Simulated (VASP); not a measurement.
# MgO: convergence, surface energy

MgO, slab, 14 atoms in the cell. PBE; PAW potentials Mg, O (PBE set). VASP 6.6.1.

Wanted: surface energy, atoms not relaxed within 0.02 J/m²; face levels within 0.04 eV.

Crystal: MgO, Fm-3m; Face: (1 0 0); Starting cell: bulk cell relaxed first with the same functional.

Face levels: vacuum level at each face, counted from the middle of the gap.

The series start from vacuum (Å): 12; k spacing (1/Å): 0.35; Smearing SIGMA (eV): 0.05; Cutoff ENCUT (eV): 525; SCF threshold EDIFF (eV): 1e-6; PREC: Accurate; LREAL: .FALSE.; ALGO: Normal; atomic planes: 4. Each series keeps the choices made before it, and each single choice may use up half of a tolerance. Times cover all steps of a run.

## Vacuum (Å)

| Vacuum (Å) | Surface energy, atoms not relaxed (J/m²) | Face levels, largest deviation (eV) | Time (s) |
|---|---|---|---|
| 5 | 0.908 | 0.110 | 26 |
| 7 | 0.916 | 0.131 | 28 |
| 9 | 0.915 | 0.030 | 31 |
| 12 | 0.915 | 0.010 | 34 |
| 15 | 0.915 | 0.001 | 47 |
| 20 (reference) | 0.915 | 0.000 | 59 |

Chosen: 12, the loosest value from which every tighter one stays within half of the tolerance.

## k spacing (1/Å)

| k spacing (1/Å) | Surface energy, atoms not relaxed (J/m²) | Face levels, largest deviation (eV) | Time (s) |
|---|---|---|---|
| 0.8 | 0.934 | 0.024 | 16 |
| 0.6 | 0.920 | 0.008 | 21 |
| 0.45 | 0.916 | 0.003 | 32 |
| 0.35 | 0.915 | 0.001 | 34 |
| 0.25 | 0.915 | 0.000 | 49 |
| 0.2 (reference) | 0.915 | 0.000 | 65 |

Chosen: 0.6.

## Smearing SIGMA (eV)

| Smearing SIGMA (eV) | Surface energy, atoms not relaxed (J/m²) | Face levels, largest deviation (eV) | Time (s) |
|---|---|---|---|
| 0.2 | 0.920 | 0.000 | 21 |
| 0.1 | 0.920 | 0.000 | 21 |
| 0.05 | 0.920 | 0.000 | 21 |
| 0.02 (reference) | 0.920 | 0.000 | 21 |

Chosen: 0.2.

## Cutoff ENCUT (eV)

| Cutoff ENCUT (eV) | Surface energy, atoms not relaxed (J/m²) | Face levels, largest deviation (eV) | Time (s) |
|---|---|---|---|
| 320 | 0.967 | 0.039 | 14 |
| 400 | 0.926 | 0.004 | 16 |
| 460 | 0.920 | 0.000 | 18 |
| 525 | 0.920 | 0.000 | 21 |
| 600 | 0.921 | 0.000 | 21 |
| 725 (reference) | 0.921 | 0.000 | 33 |

Chosen: 400.

## SCF threshold EDIFF (eV)

| SCF threshold EDIFF (eV) | Surface energy, atoms not relaxed (J/m²) | Face levels, largest deviation (eV) | Time (s) |
|---|---|---|---|
| 0.001 | 0.928 | 0.141 | 11 |
| 0.0001 | 0.928 | 0.031 | 11 |
| 1e-5 | 0.926 | 0.001 | 15 |
| 1e-6 | 0.926 | 0.001 | 16 |
| 1e-7 (reference) | 0.926 | 0.000 | 14 |

Chosen: 1e-5.

## PREC

| PREC | Surface energy, atoms not relaxed (J/m²) | Face levels, largest deviation (eV) | Time (s) |
|---|---|---|---|
| Accurate | 0.926 | 0.000 | 15 |
| Normal | 0.925 | 0.020 | 10 |

Chosen: Accurate; Normal would be accurate enough too and is faster here.

## LREAL

| LREAL | Surface energy, atoms not relaxed (J/m²) | Face levels, largest deviation (eV) | Time (s) |
|---|---|---|---|
| .FALSE. | 0.926 | 0.000 | 15 |
| Auto | 0.926 | 0.000 | 18 |

Chosen: .FALSE.; no other choice that stays within half of the tolerance saves 30 % of the time.

## ALGO

| ALGO | Surface energy, atoms not relaxed (J/m²) | Face levels, largest deviation (eV) | Time (s) |
|---|---|---|---|
| Normal | 0.926 | 0.000 | 15 |
| Fast | 0.926 | 0.000 | 15 |
| All | 0.926 | 0.001 | 16 |

Chosen: Normal.

## Atomic planes

| Atomic planes | Surface energy, atoms not relaxed (J/m²) | Face levels, largest deviation (eV) | Time (s) |
|---|---|---|---|
| 2 | 0.925 | 0.271 | 11 |
| 4 | 0.926 | 0.087 | 15 |
| 5 | 0.919 | 0.052 | 17 |
| 7 | 0.925 | 0.018 | 25 |
| 8 | 0.926 | 0.011 | 28 |
| 10 (reference) | 0.925 | 0.000 | 40 |

Chosen: 7.

## All choices together

| Input | Surface energy, atoms not relaxed (J/m²) | Face levels, largest deviation (eV) | Time (s) |
|---|---|---|---|
| program defaults, thin vacuum, coarse mesh (naive) | 0.922 | 0.241 | 5.4 |
| chosen settings | 0.925 | 0.025 | 25 |
| reference settings throughout | 0.914 | 0.000 | 567 |

The tolerance is met.

Values of the reference run: Face levels: 3.141, 3.141 eV.

## The input

INCAR.step1:
```
PREC = Accurate
ENCUT = 400
EDIFF = 1E-5
ISMEAR = 0
SIGMA = 0.2
LREAL = False
LASPH = True
ALGO = Normal
NELM = 120
LWAVE = False
LCHARG = False
GGA = PE
KPAR = 8
```

INCAR.step2, as INCAR.step1 but for:
```
- KPAR = 8
+ LVHAR = True
+ LVACPOTAV = True
+ LDIPOL = True
+ IDIPOL = 3
+ DIPOL = 0.5 0.5 0.5
```

KPOINTS.step1:
```
Automatic mesh
0
Gamma
  4 4 25
  0 0 0
```

KPOINTS.step2:
```
Automatic mesh
0
Gamma
  4 4 1
  0 0 0
```

POSCAR.step1:
```
MgO
1.0
    3.0016823815      0.0000000000      0.0000000000
    0.0000000000      3.0016823815      0.0000000000
    1.5008411907      1.5008411907      2.1225099669
Mg O
1 1
Direct
    0.0000000000      0.0000000000      0.0000000000
    0.5000000000      0.5000000000      0.0000000000
```

POSCAR.step2:
```
MgO
1.0
    3.0016823815      0.0000000000      0.0000000000
    0.0000000000      3.0016823815      0.0000000000
    0.0000000000      0.0000000000     24.7350598031
Mg O
7 7
Direct
    0.2500000000      0.2500000000      0.2425706688
    0.7500000000      0.7500000000      0.3283804459
    0.2500000000      0.2500000000      0.4141902229
    0.7499999999      0.7499999999      0.5000000000
    0.2499999999      0.2499999999      0.5858097771
    0.7499999999      0.7499999999      0.6716195541
    0.2499999999      0.2499999999      0.7574293312
    0.7500000000      0.7500000000      0.2425706688
    0.2500000000      0.2500000000      0.3283804459
    0.7500000000      0.7500000000      0.4141902229
    0.2499999999      0.2499999999      0.5000000000
    0.7499999999      0.7499999999      0.5858097771
    0.2499999999      0.2499999999      0.6716195541
    0.7499999999      0.7499999999      0.7574293312
```

Commands (each step's output is kept before the next begins):
```
cat potpaw_PBE.64/Mg/POTCAR potpaw_PBE.64/O/POTCAR > POTCAR
cp INCAR.step1 INCAR
cp KPOINTS.step1 KPOINTS
cp POSCAR.step1 POSCAR
mpirun -np 8 vasp_std > vasp.out
rm WAVECAR CHG
cp INCAR.step2 INCAR
cp KPOINTS.step2 KPOINTS
cp POSCAR.step2 POSCAR
mpirun -np 8 vasp_std > vasp.out
```

Limits: The face is cut as in the bulk; no reconstruction is tried; the atoms keep their starting positions, so the number serves for convergence, not as the relaxed result.

The chosen input took VASP 6.6.1 25 s on 8 cores (Intel Xeon Platinum 8488C (Sapphire Rapids)), a shared host.

## An input that fails: vacuum far too thin

It runs to its end, but against the unchanged starting input it is off by 0.843 J/m² in the surface energy, atoms not relaxed, 4.249 eV in the face levels.

Vacuum (Å): 12 becomes 2.
